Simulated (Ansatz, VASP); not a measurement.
## MgO in VASP and in Ansatz

Contents of POSCAR:

```
MgO
1.0
    3.2882172281      0.0000000000      0.0000000000
   -1.6441086140      2.8476796527      0.0000000000
    0.0000000000      0.0000000000      5.1853972630
Mg O
2 2
Direct
    0.3333333333      0.6666666667     -0.0057557920
    0.6666666667      0.3333333333      0.4942442080
    0.3333333333      0.6666666667      0.3807557920
    0.6666666667      0.3333333333      0.8807557920
```

Contents of INCAR.step1:

```
PREC = Accurate
ENCUT = 520
ISMEAR = 0
SIGMA = 0.01
LREAL = False
LASPH = True
NELM = 60
NBANDS = 16
GGA = PE
ALGO = Normal
EDIFF = 1E-4
LWAVE = True
LCHARG = False
```

Contents of INCAR.step2:

```
PREC = Accurate
ENCUT = 520
EDIFF = 1E-6
ISMEAR = 0
SIGMA = 0.01
LREAL = False
LASPH = True
NELM = 60
ALGO = Normal
ISIF = 2
LWAVE = False
LCHARG = True
METAGGA = R2SCAN
LMIXTAU = True
LELF = True
LVHAR = True
NBANDS = 16
ISTART = 1
```

The input KPOINTS:

```
Automatic mesh
0
Gamma
  12 12 6
```

Input for Ansatz:

```yaml
crystal:
  lattice:
    - [3.2882172281, 0.0, 0.0]
    - [-1.644108614, 2.8476796527, 0.0]
    - [0.0, 0.0, 5.185397263]
  atoms:
    - { symbol: Mg, position: [0.3333333333, 0.6666666667, -0.005755792] }
    - { symbol: Mg, position: [0.6666666667, 0.3333333333, 0.494244208] }
    - { symbol: O, position: [0.3333333333, 0.6666666667, 0.380755792] }
    - { symbol: O, position: [0.6666666667, 0.3333333333, 0.880755792] }
kpoints:
  mp_grid: { grid: [12, 12, 6] }
  band_path:
    path:
      - [0.0, 0.0, 0.0]
      - [0.5, 0.0, 0.0]
      - [0.3333333333, 0.3333333333, 0.0]
      - [0.0, 0.0, 0.5]
      - [0.5, 0.0, 0.5]
      - [0.3333333333, 0.3333333333, 0.5]
    npoints: 1
hamiltonian:
  xc: r2scan
scf:
  occupations: { method: fixed }
  n_extra_bands: 5
output:
  forces: true
  stress: true
  eigenvalues: true
```

Change from the starting cell: uniaxial_z strain +3.0%.

Alike in both runs: task single point; functional r2SCAN; k mesh 12 × 12 × 6; no spin polarisation.

|  | VASP | Ansatz |
| --- | --- | --- |
| version | VASP 6.6.1 | Ansatz 0.2.0 |
| potentials or method | VASP PAW PBE potentials, release 64 (Mg, O) | plane waves, PAW |
| plane-wave cutoff (eV) | 520 | 500 |
| occupations | gaussian, width 0.01 eV | fixed |
| valence electrons in the cell | 16 | 32 |

```tsv
	VASP	Ansatz	Ansatz less VASP
gap on the k mesh at the Fermi level (eV)	4.15	4.16	+0.014
pressure (GPa)	-3.7	-3.1	+0.58
largest component of the traceless stress (GPa)	0.99	1.01	+0.024
```

The two sets of potentials don't hold the same shells in valence.

Caveats: the PAW data sets were made with another functional, which shifts forces and pressure a little (VASP). A k mesh can miss the band edges.
